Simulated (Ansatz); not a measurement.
Input and command of a calculation in Ansatz (plane waves; scalar-relativistic PAW potentials unless the input names others):

```yaml
crystal:
  lattice:
    - [2.9581581959, 2.73198e-05, -0.0002405351]
    - [-1.4790549827, 2.5617059778, -8.36666e-05]
    - [0.0006865393, 0.0006860378, 5.1566790898]
  atoms:
    - { symbol: Mg, position: [0.1666527254, 0.0833192272, -3.334e-07] }
    - { symbol: Mg, position: [0.16668734, 0.0833512618, 0.4999993297] }
    - { symbol: O, position: [0.4999884894, 0.7499941763, 0.2499999535] }
    - { symbol: O, position: [-0.1666618882, 0.4166686679, 0.7500010503] }
basis:
  ecutwfc: 420
  xc_grid: 1
kpoints:
  mp_grid: { grid: [12, 12, 4] }
hamiltonian:
  xc: pbe
scf:
  occupations: { method: gaussian, width: 0.05 }
  algorithm: direct_min
output:
  forces: true
  eigenvalues: true
  stress: true
```

```bash
ansatz run input.yaml --threads 1 --pin off --max-ram 2560MiB --backend cpu --events-out ev --progress --plain --runs-dir out
```

Abridged log:
```
Warning: 1 symmetry operations that the atoms keep within the bar at which the run's group was sought (crystal.symmetry.tolerance 1.0e-5, or twice it) were not taken beside the 1 unitary ones that the detection took (of a slab, those that keep its plane). ...
Basis set: ecut = 420 eV, 749 PW (Γ)
Bands: 20, of which v1, the nominal top of the filled ones, is band 16 counted from 1 (15 counted from 0)
Symmetry: 1 space group operations
k-points: 292 of 576 (time reversal used)
SCF iter   1: F=—  HF=-4987.681091 eV  |F-HF|=—  |Δ(HF+E_count)|=         —  Δρ=1.67e-3  dr2=7.08e-4  ethr=1.77e-3  ⟨swp⟩=9.7  Hψ=26472  notcnv=0
SCF iter   2: F=—  HF=-4987.681604 eV  |F-HF|=—  |Δ(HF+E_count)|=   5.13e-4  Δρ=1.16e-3  dr2=3.36e-4  ethr=2.21e-6  ⟨swp⟩=4.4  Hψ=17649  notcnv=0  defer=16
SCF iter   3: F=—  HF=-4987.681508 eV  |F-HF|=—  |Δ(HF+E_count)|=   9.56e-5  Δρ=1.30e-4  dr2=4.04e-6  ethr=1.24e-8  ⟨swp⟩=3.4  Hψ=23497  notcnv=0
SCF iter   4: F=-4987.681507 eV  HF=-4987.681507 eV  |F-HF|=1.81e-9  |Δ(HF+E_count)|=   1.18e-6  Δρ=2.86e-6  dr2=1.26e-9  ethr=1.24e-8  ⟨swp⟩=2.0  Hψ=10514  notcnv=0
SCF 1 converged in 4 iterations: F = -4987.681507 eV  dr2 = 1.26e-9
  Residual-converged pass: ⟨swp⟩=3.1  Hψ=15222  notcnv=0  max |occ|·‖R‖ = 6.7e-6 eV (tolerance 6.7e-6 eV) dr2=1.10e-9  dr2_onsite=1.05e-9  max |Δocc| = 0.0e0
SCF converged after 4 iterations
Stability not checked: this state was not tested for a lower state beside it, because a direct minimisation reached the state, and no test of it is asked (direct_minimisation; see scf.lower_state_search)
Free energy (F): -4987.681507 eV
Harris-Foulkes:  -4987.681507 eV  (|F-HF|=1.81e-9)
Internal energy: -4987.681507 eV  (E = F + TS)
E sigma→0 (E₀):  -4987.681507 eV
Fermi energy:    9.821574 eV
--- Forces (eV/Å), atoms counted from 1 ---
  atom   1  Mg     0.00004003     0.00004055     0.00034779
  atom   2  Mg    -0.00009437    -0.00015966    -0.00030065
  atom   3  O      0.00020511     0.00004700     0.00002055
  atom   4  O     -0.00004038     0.00000867    -0.00006782
--- Stress (GPa, compression-positive) ---
       -0.007391      -0.001700      -0.002907
       -0.001700       0.004241      -0.003007
       -0.002907      -0.003007       0.002524
  P = ⅓ Tr σ = -0.0002 GPa (-0.002 kbar)
```

Apart from outputs, empty bands and the relaxation, which only the reference makes, the input differs from a reference run on usual settings in scf.algorithm: not typed → "direct_min"; basis.xc_grid: not typed → 1. The reference, at the same geometry, ended its own course with pressure 0.00 GPa, largest force 0.000 eV/Å, gap on the mesh 4.13 eV. This run converged in 4 SCF iterations with an energy at zero smearing 0.01 meV/atom below the reference's, pressure 0.00 GPa, largest force 0.000 eV/Å, gap on the mesh 4.13 eV.

The run took 20 s on 1 thread of Intel(R) Xeon(R) Platinum 8488C (Sapphire Rapids), on a shared host, peak memory 0.8 GiB.